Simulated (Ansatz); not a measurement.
# InSe: opening a crack plane

InSe, P6_3/mmc, a = 4.032 Å, c = 16.762 Å. The compound has several low-lying forms, and this is one of them. Ansatz: PBE+D3(BJ), PAW, 420 eV, Γ-centred 9×9×2 mesh on 8 atoms, Gaussian smearing 0.03 eV; no spin polarisation. One cut on (001) per cell of 8 atoms is opened rigidly by x, between planes of Se and Se that stand 3.01 Å apart; y is the energy per area (14.077 Å², 1 eV/Å² = 16.02 J/m²).

| x (Å) | y (J/m²) |
| --- | --- |
| 0.00 | 0.000 |
| 0.25 | 0.012 |
| 0.50 | 0.040 |
| 0.75 | ? |
| 1.00 | 0.105 |
| 1.50 | 0.160 |
| 2.00 | 0.200 |
| 3.00 | 0.248 |
| 4.50 | 0.278 |
| 6.00 | 0.291 |

Problem. Fit the universal binding curve y = W[1 − (1 + x/l) e^(−x/l)] to the other rows, give the peak stress, and predict the missing value.

Solution. Least squares gives W = 0.287 J/m² and l = 0.808 Å. The stress dy/dx peaks at x = l with W/(e l) = 1.3 GPa, for rigid faces. The last row already stands above W and still climbs, so W understates the work of separation. At x = 0.75: x/l = 0.928, y = 0.068 J/m². The run gave 0.073 J/m², so the fit is 0.005 J/m² too low, within twice the rms miss on the fitted rows (0.004 J/m²).